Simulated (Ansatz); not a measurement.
## Preparing GaN (P6_3mc) as a host crystal

Before any defect goes in: GaN (P6_3mc) at rest, and how it screens a charge.

Main program and level: Ansatz 0.2.0; plane-wave PAW DFT, PBEsol; relaxation of the host's cell and atoms; PAW set soft_1, in the first sound run; inputs show where later runs differ.

## (1) The structure

The structure is hexagonal, space group P6_3mc (No. 186). Conventional cell: a = 3.189 Å, b = 3.189 Å, c = 5.192 Å, α = 90.00°, β = 90.00°, γ = 120.00°. Nearest to Ga lie 4 N at 1.95 to 1.96 Å. Nearest to N lie 4 Ga at 1.95 to 1.96 Å. Farther neighbours and most contacts between anions are not listed.

## (2) Host cell relaxation

Lattice and positions are set free, within the symmetry that the program keeps.

The input, cell/input.yaml:

```yaml
crystal:
  lattice:
    - [3.1889304, 0.0, 0.0]
    - [-1.5944652, 2.7616947, 0.0]
    - [0.0, 0.0, 5.1923572]
  atoms:
    - { symbol: Ga, position: [0.66666667, 0.33333333, 0.49908371] }
    - { symbol: Ga, position: [0.33333333, 0.66666667, 0.99908371] }
    - { symbol: "N", position: [0.66666667, 0.33333333, 0.87591629] }
    - { symbol: "N", position: [0.33333333, 0.66666667, 0.37591629] }
basis:
  ecutwfc: 420
  xc_grid: 2
hamiltonian:
  xc: pbesol
  pseudopotentials: { kind: paw, azcp: { folder: soft_1 }, xc_functional: pbe }
kpoints:
  mp_grid: { grid: [10, 10, 6] }
scf:
  occupations: { method: fixed }
  max_iter: 100
relax:
  f_tol: 0.005
  max_steps: 60
  cell: {}
output:
  forces: true
  stress: true
checkpoint:
  write: "../cell.run"
  compress: false
  write_wavefunctions: false
  write_every: 100000
```

Run with:

```console
> ansatz run input.yaml --threads 32 --pin off --max-ram 84787MiB --backend cuda --events-out ev --progress --plain --runs-dir out --max-vram 78GiB
```

Numbers of over 12 decimals in the logs are rounded to 6 here.

The program printed:

```text
[... repeated set-up lines and file paths are left out, and long positions are rounded to six places ...]
Engine: ansatz 0.2.0, aarch64-unknown-linux-gnu
Pseudopotentials: kind: paw
Pseudopotential: Ga, paw, valence charge 13, recommended cutoff 420 eV (normal), soft_1/Ga.paw.azcp
Pseudopotential: N, paw, valence charge 5, recommended cutoff 420 eV (normal), soft_1/N.paw.azcp
Functional definition: PBEsol
  exchange = pbesol_x
  correlation = pbesol_c
[...]
Crystal: 4 atoms, lattice volume = 45.728 Å³
Basis set: ecut = 420 eV, 917 PW (Γ), exchange–correlation on 48×48×72 points (8 copies of the dense FFT grid, shifted against one another)
Bands: 22, of which v1, the nominal top of the filled ones, is band 18 counted from 1 (17 counted from 0)
Symmetry: 12 space group operations
Space group: P63mc (ITA 186), of the structure as read, at distance tolerance 3.6e-5 Å
k-points: 56 of 600 (time reversal used)
Non-local potential: Ga, projectors of the file, l = 0: 2, l = 1: 2, l = 2: 3, l = 3: 1
Non-local potential: N, projectors of the file, l = 0: 2, l = 1: 2, l = 2: 1
PAW form: soft (Blöchl's): semilocal exchange-correlation on the pseudo side does not see the compensation charge
PAW frozen core: Ga, regenerated for the run's functional, and the local potential with it (the file was generated under x = pbe(κ = 0.804, μ = 0.219515), c = pbe(β = 0.066725))
PAW frozen core: N, regenerated for the run's functional, and the local potential with it (the file was generated under x = pbe(κ = 0.804, μ = 0.219515), c = pbe(β = 0.066725))
PAW one-centre angular grid: Ga, 590 points (default); XC on 64 Gauss nodes
PAW one-centre angular grid: N, 110 points (default); XC on 64 Gauss nodes
Initial density: superposition of atomic densities (chi_scale 0.1, normalization cell, long waves kept (reshape's long-wave potential 0.00 eV rms))
Initial wavefunctions: pseudopotential atomic-orbital guess
[...]
Functional: x = pbesol(κ = 0.804, μ = 0.123457), c = pbesol(β = 0.046)
SCF iter   1: F=—  HF=-8246.847069 eV  |Δ(HF+E_count)|=         —  Δρ=1.04e-1  dr2=4.16e0  Hψ=4413
preconditioner: auto → Resta (q_TF=auto, 2.622 Å⁻¹)  ε∞=4.9  [insulator: Δε(μ)=2.625 eV  Ē_g=16.790 eV  n_scr=22 (ndim 8)  ℏωp=32.9 eV  f_vac=0.000  ε∞_Penn≈4.9]
SCF iter   2: F=—  HF=-8245.822705 eV  |Δ(HF+E_count)|=    1.02e0  Δρ=4.55e-2  dr2=5.00e-1  Hψ=2309
[...]
SCF iter   9: F=-8245.699792 eV  HF=-8245.699792 eV  |Δ(HF+E_count)|=   2.07e-7  Δρ=2.36e-6  dr2=2.16e-9  Hψ=4478
SCF 1 converged in 9 iterations: F = -8245.699792 eV  dr2 = 2.16e-9
  greatest PAW one-centre occupation: 0.995 electrons in one spin orbital (limit 2), on the Ga atom at site 0 (counted from 0), in its partial waves of l = 2
relax step   1: F+E_penalty+E_count = -8245.69979174 eV  Δ(F+E_penalty+E_count) = +0.000e0 eV  max|allowed force component| = 5.778e-3 eV/Å  Δτ_max = 0.0000 Å  P = -0.963 GPa  Ω = 45.728 Å³  (9 SCF iters, dr2 threshold 1.00e-7 eV, accepted)
[... the SCF cycles and remarks between the steps are left out from here to the last step ...]
relax step   2: F+E_penalty+E_count = -8245.70065717 eV  Δ(F+E_penalty+E_count) = -8.654e-4 eV  max|allowed force component| = 3.660e-3 eV/Å  Δτ_max = 0.0004 Å  P = -0.388 GPa  Ω = 45.588 Å³  energy of the carried Pulay correction = +2.621e-4 eV  (4 SCF iters, dr2 threshold 4.00e-7 eV, accepted)
relax step   3: F+E_penalty+E_count = -8245.70094858 eV  Δ(F+E_penalty+E_count) = -2.914e-4 eV  max|allowed force component| = 9.875e-4 eV/Å  Δτ_max = 0.0001 Å  P = +0.006 GPa  Ω = 45.494 Å³  energy of the carried Pulay correction = +4.398e-4 eV  (4 SCF iters, dr2 threshold 4.00e-7 eV, accepted)
[...]
iter 1 solved again at ethr=2.07e-8 eV; its pass at ethr=3.10e-3 eV (dr2=7.44e-6 eV) is discarded
SCF iter   1: F=—  HF=-8245.700386 eV  |Δ(HF+E_count)|=         —  Δρ=2.27e-5  dr2=5.21e-8  Hψ=8125
[...]
SCF iter   2: F=—  HF=-8245.700525 eV  |Δ(HF+E_count)|=   1.39e-4  Δρ=1.60e-5  dr2=4.06e-8  Hψ=2238
SCF iter   3: F=—  HF=-8245.700525 eV  |Δ(HF+E_count)|=   2.12e-8  Δρ=4.86e-6  dr2=4.15e-9  Hψ=2315
SCF iter   4: F=—  HF=-8245.700525 eV  |Δ(HF+E_count)|=  9.91e-10  Δρ=9.12e-7  dr2=3.03e-10  Hψ=2233
SCF iter   5: F=—  HF=-8245.700525 eV  |Δ(HF+E_count)|=  5.11e-10  Δρ=5.13e-7  dr2=1.30e-10  Hψ=2124
SCF iter   6: F=-8245.700525 eV  HF=-8245.700525 eV  |Δ(HF+E_count)|=  3.64e-12  Δρ=1.34e-7  dr2=7.15e-12  Hψ=6189
SCF 4 converged in 6 iterations: F = -8245.700525 eV  dr2 = 7.15e-12
relax step   4: F+E_penalty+E_count = -8245.70052484 eV  Δ(F+E_penalty+E_count) = +4.237e-4 eV  max|allowed force component| = 1.013e-3 eV/Å  Δτ_max = 0.0000 Å  P = -0.007 GPa  Ω = 45.494 Å³  stress off target by 1.21e-2 GPa  SCF on the basis re-selected at this cell (its energy is not comparable with the rows above)  (6 SCF iters)
basis re-selected at this cell: Δ(F+E_penalty+E_count) = +4.237e-4 eV, ΔP = -0.013 GPa vs the last step (what re-selecting the basis moved, of the pressure what is left beyond the Pulay correction that the steps carried, after the strain that the cell walked [...]
SCF converged after 6 iterations
Free energy (F): -8245.700525 eV
Harris-Foulkes:  -8245.700525 eV  (|F-HF|=7.28e-12)
Internal energy: -8245.700525 eV  (E = F + TS)
E sigma→0 (E₀):  -8245.700525 eV
Fermi energy:    9.608287 eV
--- Per-component energies (eV) ---
  E_band       = -13.556934
  E_kinetic    = 481.083799
  E_local      = -2826.284781  (includes V_loc(G=0)·N_el)
  E_nonlocal   = -107.498525
  E_hartree    = 1786.249424
  E_xc         = -242.666614
  E_vxc        = -261.374435  (∫ρ·V_xc dr)
  E_paw        = -4160.405238  (= ΣΔE_a)
  E_vpaw       = -871.983203  (= ΣTr[D̂ρ^β])
  E_aug_tail   = 0.001420  (compensation charges beyond the density's cutoff)
  E_ewald      = -3177.962166
  E_core_change = 1.782156  (= ΣΔE_core)
  E_smearing   = -0.000000  (= −TS)
  E_closure    = 0.000000  (closes the sum)
  Σ components = -8245.700525   (vs F -8245.700525, Δ=0.00e0)
--- Forces (eV/Å), atoms counted from 1 ---
  atom   1  Ga     0.00000000    -0.00000000     0.00101242
  atom   2  Ga     0.00000000     0.00000000     0.00101242
  atom   3  N      0.00000000     0.00000000    -0.00101341
  atom   4  N      0.00000000    -0.00000000    -0.00101341
  max |Σ_I F_I| component: 1.98e-6 eV/Å
--- Stress (GPa, compression-positive) ---
       -0.012058       0.000000      -0.000000
        0.000000      -0.012058      -0.000000
       -0.000000      -0.000000       0.003658
  P = ⅓ Tr σ = -0.0068 GPa (-0.068 kbar)
--- Band table (eV; the first three rows and the last of 56) ---
  k-point 0: bands = ["-6.4006", "-5.4656", "-3.8717", "-3.8562", "-3.8562", "-3.7947", "-3.7947", "-3.6005", "-3.6005", "-3.5006", [... rest cut ...]
  k-point 1: bands = ["-6.3181", "-5.4972", "-3.8548", "-3.8548", "-3.8495", "-3.8013", "-3.8013", "-3.5912", "-3.5912", "-3.5050", [... rest cut ...]
--- Relaxed structure (3 steps of the walk, 3 accepted, 1 SCFs on fresh bases) ---
  F+E_penalty+E_count = -8245.70052484 eV   max|allowed force component| = 1.013e-3 eV/Å   (the final SCF, on the basis selected at the relaxed cell)
  cell:  # Å, volume = 45.4940 Å³
    - [3.182862, 0, 0]
    - [-1.591431, 2.756439, -1.6510456767796452e-19]
    - [0, -3.1041877472777448e-19, 5.185462]
  atoms:
    - { symbol: Ga, position: [0.666667, 0.333333, 0.499179] }
    - { symbol: Ga, position: [0.333333, 0.666667, 0.999179] }
    - { symbol: N, position: [0.666667, 0.333333, 0.875821] }
    - { symbol: N, position: [0.333333, 0.666667, 0.375821] }
```

Wall time 3.2 s (1 × NVIDIA GB200 with 32 threads of Arm Neoverse V2, shared host); peak memory 0.92 GiB; 8.3 s of CPU time.

The steps of the relaxation:

| step | energy less that of the first step (eV) | largest force component (eV/Å) | pressure (GPa) | volume (Å³) |
| --- | --- | --- | --- | --- |
| 1 | 0.0000 | 0.0058 | -0.96 | 45.73 |
| 2 | -0.0009 | 0.0037 | -0.39 | 45.59 |
| 3 | -0.0012 | 0.0010 | 0.01 | 45.49 |
| 4* | -0.0007 | 0.0010 | -0.01 | 45.49 |

Relaxation steps marked * repeat the geometry before them on a plane-wave basis chosen anew for their cell, so energy and pressure can jump there.

The run keeps the 12 symmetry operations that it works with, so distortions that break them were not tested.

| conventional cell, symmetrised | before | after | change |
| --- | --- | --- | --- |
| a (Å) | 3.189 | 3.183 | -0.2 % |
| b (Å) | 3.189 | 3.183 | -0.2 % |
| c (Å) | 5.192 | 5.185 | -0.1 % |
| volume (Å³/atom) | 11.43 | 11.37 | -0.5 % |

The relaxed structure:

```xyz
4
Lattice="3.1829 0.0000 0.0000 -1.5914 2.7564 0.0000 0.0000 0.0000 5.1855" Properties=species:S:1:pos:R:3 pbc="T T T"
Ga    1.5914    0.9188    2.5885
Ga    0.0000    1.8376    5.1812
N     1.5914    0.9188    4.5415
N     0.0000    1.8376    1.9488
```

Numbers from this step:

* pressure: -0.006819 GPa

The cell shrank by 0.5 % in volume.

## (3) Dielectric tensors of the host

The response to a uniform electric field gives the electronic dielectric tensor.

This step: plane-wave PAW DFPT, PBEsol; dielectric tensors, Born charges and zone-centre modes of the host; PAW set soft_1 (Ansatz 0.2.0).

The input, eps/input.yaml:

```yaml
crystal:
  lattice:
    - [3.1828619056, 0.0, 0.0]
    - [-1.5914309528, 2.756439267, 0.0]
    - [0.0, 0.0, 5.1854621329]
  atoms:
    - { symbol: Ga, position: [0.6666666667, 0.3333333333, 0.4991792422] }
    - { symbol: Ga, position: [0.3333333333, 0.6666666667, 0.9991792422] }
    - { symbol: "N", position: [0.6666666667, 0.3333333333, 0.8758207578] }
    - { symbol: "N", position: [0.3333333333, 0.6666666667, 0.3758207578] }
basis:
  ecutwfc: 420
hamiltonian:
  xc: pbesol
  pseudopotentials: { kind: paw, azcp: { folder: soft_1 }, xc_functional: pbe }
kpoints:
  mp_grid: { grid: [9, 9, 5] }
scf:
  occupations: { method: fixed }
  max_iter: 100
phonons:
  method: dfpt
  dielectric: true
  rigid_motions: translations
```

The program printed:

```text
[...]
Crystal: 4 atoms, lattice volume = 45.494 Å³
Basis set: ecut = 420 eV, 893 PW (Γ), exchange–correlation on 48×48×72 points (8 copies of the dense FFT grid, shifted against one another)
Bands: 22, of which v1, the nominal top of the filled ones, is band 18 counted from 1 (17 counted from 0)
Symmetry: 12 space group operations
k-points: 115 of 405 (irreducible under 2 space group operations, time reversal used)
[...]
SCF iter   1: F=—  HF=-8246.859894 eV  |Δ(HF+E_count)|=         —  Δρ=1.04e-1  dr2=4.20e0  Hψ=9075
[...]
SCF iter   2: F=—  HF=-8245.823220 eV  |Δ(HF+E_count)|=    1.04e0  Δρ=4.56e-2  dr2=5.02e-1  Hψ=4928
[...]
SCF iter  10: F=-8245.700344 eV  HF=-8245.700344 eV  |Δ(HF+E_count)|=  7.40e-10  Δρ=3.49e-7  dr2=4.04e-11  Hψ=15788
SCF 1 converged in 10 iterations: F = -8245.700344 eV  dr2 = 4.04e-11
[...]
the response reads at least the filled bands of the reference SCF and the lowest empty band at each k-point, and that SCF's band table does not vouch for those bands. The notice of the band table in this run's record says why
[...]
NSCF: frozen V_eff on 1 k-points
[...]
NSCF: frozen V_eff on 36 k-points, pencils in batches of 32, up to order 88
[...]
DFPT response loops at q = (0, 0, 0) (fractional): preconditioner auto → Resta (q_TF=auto, 2.624 Å⁻¹)  ε∞=5.7 (no band partly filled); β = 1.00, the filter's whole step (`scf.mixing.beta` (0.50) is not read by the response loops at its default; [...]
[...]
DFPT response loops at Γ: preconditioner auto → Resta (q_TF=auto, 2.624 Å⁻¹)  ε∞=5.7 (no band partly filled); β = 1.00, the filter's whole step (`scf.mixing.beta` (0.50) is not read by the response loops at its default; [...]
── the response to a field inside a basis, on 12×12×8 k-points: an SCF that follows is theirs, and a resumed run solves both again ──
[...]
Bands: 19, of which v1, the nominal top of the filled ones, is band 18 counted from 1 (17 counted from 0)
k-points: 168 of 1152 (irreducible under 4 space group operations, time reversal used)
[...]
Eigensolver: Dense (168 Hₖ)
SCF iter   1: F=—  HF=-8245.697712 eV  |Δ(HF+E_count)|=         —  Δρ=3.48e-4  dr2=1.64e-5
[...]
SCF iter   4: F=-8245.697711 eV  HF=-8245.697711 eV  |Δ(HF+E_count)|=   1.84e-6  Δρ=1.07e-5  dr2=2.57e-8
SCF 1 converged in 4 iterations: F = -8245.697711 eV  dr2 = 2.57e-8
[...]
WARN: field response: ε∞ stands inside a basis, on 12×12×8 points; [...]
SCF converged after 10 iterations
Free energy (F): -8245.700344 eV
[...]
Internal energy: -8245.700344 eV  (E = F + TS)
E sigma→0 (E₀):  -8245.700344 eV
Fermi energy:    9.608406 eV
[...]
--- Band table (eV; the first three rows and the last of 115) ---
[...]
--- Phonons (Γ-DFPT): 4 representative perturbations + reference (Σ response iterations 22) ---
  k mesh reduced under 2 symmetry operations, with k and −k counted as one. Each operation leaves every solved perturbation unchanged. A smaller set is not considered because the run solves the response to a homogeneous field
  ASR residual: 1.998e-4 → 0.000e0 eV/Å²; symmetrization residual: 9.965e-10 eV/Å²
  ASR residual per site (eV/Å²): 1.70e-4 1.70e-4 2.00e-4 2.00e-4
  Γ frequencies (cm⁻¹): 0.00 0.00 0.00 136.42 136.42 327.00 521.32 543.91 543.91 552.53 552.53 677.26
  ε∞ (high-frequency dielectric tensor):
        5.833899    -0.000000     0.000000
        0.000000     5.833899    -0.000000
        0.000000    -0.000000     6.017787
  ε⁰ (static dielectric tensor: ions relaxed, cell fixed):
       10.102242    -0.000000    -0.000000
        0.000000    10.102242     0.000000
       -0.000000     0.000000    11.180844
  ε⁰ − ε∞ (ionic part):
        4.268343     0.000000    -0.000000
        0.000000     4.268343     0.000000
       -0.000000     0.000000     5.163058
  softest optical mode at Γ: 136.42 cm⁻¹; the repairs (sum rule, projections) moved no ω² at Γ by more than (1.97 cm⁻¹)²
  Born effective charges Z* (e; rows j = field, columns β = displacement):
    site 0:
         2.60934   -0.00000   -0.00000
         0.00000    2.60934   -0.00000
         0.00000   -0.00000    2.75061
    site 1:
         2.60934   -0.00000   -0.00000
         0.00000    2.60934   -0.00000
         0.00000    0.00000    2.75061
    site 2:
        -2.60934    0.00000    0.00000
         0.00000   -2.60934    0.00000
        -0.00000   -0.00000   -2.75061
    site 3:
        -2.60934   -0.00000    0.00000
        -0.00000   -2.60934    0.00000
        -0.00000    0.00000   -2.75061
  Z* charge neutrality: 2.335e-3 e pre-enforcement
  solved inside a basis spanned on kpoints, on 12×12×8 k-points, its susceptibility summed on 18×18×10: ε∞ is read to err by 1.7e-2, Z* by 1.5e-2 e (field_mesh: kpoints solves on kpoints); Z* is corrected for what the basis lacks
  optical modes at Γ without the LO–TO term, one row a degenerate level:
      ω (cm⁻¹)  modes    IR ((D/Å)²/amu)
        136.42      2             0.0000
        327.00      1             0.0000
        521.32      1            29.9302
        543.91      2            53.8698
        552.53      2             0.0000
        677.26      1             0.0000
  optical modes at Γ + LO–TO along q̂ = [1.0000, 0.0000, 0.0000]:
      ω (cm⁻¹)  modes    IR ((D/Å)²/amu)
        136.42      2             0.0000
        327.00      1             0.0000
        521.32      1            29.9302
        543.91      1            26.9349
        552.53      2             0.0000
        677.26      1             0.0000
        715.75      1            26.9349
  optical modes at Γ + LO–TO along q̂ = [0.0000, 1.0000, 0.0000]:
      ω (cm⁻¹)  modes    IR ((D/Å)²/amu)
        136.42      2             0.0000
        327.00      1             0.0000
        521.32      1            29.9302
        543.91      1            26.9349
        552.53      2             0.0000
        677.26      1             0.0000
        715.75      1            26.9349
  optical modes at Γ + LO–TO along q̂ = [0.0000, 0.0000, 1.0000]:
      ω (cm⁻¹)  modes    IR ((D/Å)²/amu)
        136.42      2             0.0000
        327.00      1             0.0000
        543.91      2            53.8698
        552.53      2             0.0000
        677.26      1             0.0000
        710.60      1            29.9302
```

It took 11 s on 1 × NVIDIA GB200 with 32 threads; peak memory 2 GiB; 84 s of CPU time.

Electronic dielectric tensor:

```
5.83 0.00 0.00
0.00 5.83 0.00
0.00 0.00 6.02
```

Static dielectric tensor:

```
10.10  0.00  0.00
 0.00 10.10  0.00
 0.00  0.00 11.18
```

The principal values of the electronic dielectric tensor are 5.83, 5.83 and 6.02. The principal values of the static dielectric tensor are 10.10, 10.10 and 11.18.

(Part 1 of 2 ends here.)

[Logs are printed without paths, hosts, clocks, repeated set-up lines and the standing remarks that a program may print on its own settings, such as how far it seeks lower states.]

[Hosts, paths, dates, database ids (printed as entryN), source tags and the programs' standing remarks are cut or masked in the printed files.]

[Runs of the host that timed out are not shown.]

[For some hosts the program warned that the k-mesh of the response run may be too coarse for force constants and the static dielectric constant; such warnings are not always shown.]
